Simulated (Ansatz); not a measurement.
## Zone-centre phonons of Si2Mo at 11 GPa: input and output

Level of theory: Ansatz 0.2.0, DFT PBE, scalar-relativistic, plane waves, PAW.

Launched with:
```bash
ansatz run input.yaml --threads 1 --pin off --max-ram 3072MiB --backend cpu --events-out ev --progress --plain --runs-dir out
```

Input (bare energies are in eV):
```yaml
crystal:
  lattice:
    - [-1.5807350071, 1.5807350071, 3.8842409004]
    - [1.5807350071, -1.5807350071, 3.8842409004]
    - [1.5807350071, 1.5807350071, -3.8842409004]
  atoms:
    - { symbol: Si, position: [0.3343045276, 0.3343045276, 0.0] }
    - { symbol: Si, position: [0.6656954724, 0.6656954724, 0.0] }
    - { symbol: Mo, position: [0.0, 0.0, 0.0] }
basis:
  ecutwfc: 420
kpoints:
  mp_grid: { grid: [18, 18, 18] }
hamiltonian:
  xc: pbe
scf:
  occupations: { method: fermi_dirac, width: 0.15 }
output:
  eigenvalues: true
phonons:
  method: dfpt
  eigenvectors: true
```

The end of the output:
```
--- Phonons (Γ-DFPT): 4 representative perturbations + reference, on 865 of 5832 k-points (Σ response iterations 12) ---
  k mesh reduced under 4 symmetry operations, with k and −k counted as one. Each operation leaves every solved displacement unchanged or reverses it
  ASR residual: 5.674e-4 → 0.000e0 eV/Å²; symmetrization residual: 5.959e-6 eV/Å²
  ASR residual per site (eV/Å²): 2.74e-5 2.74e-5 5.67e-4
  Γ frequencies (cm⁻¹): 0.00 0.00 0.00 294.23 294.23 339.13 351.20 351.20 450.45
  non-analytic LO–TO correction: not included (Born effective charges unavailable; polar crystals: no LO–TO splitting at Γ)
```

It took 3.4 min on 1 thread of Intel(R) Xeon(R) Platinum 8488C (Sapphire Rapids), with other jobs on the host, peak memory 1.8 GiB.

In a metal, frequencies and elastic constants depend on the k mesh and the smearing, soft modes and shear constants most.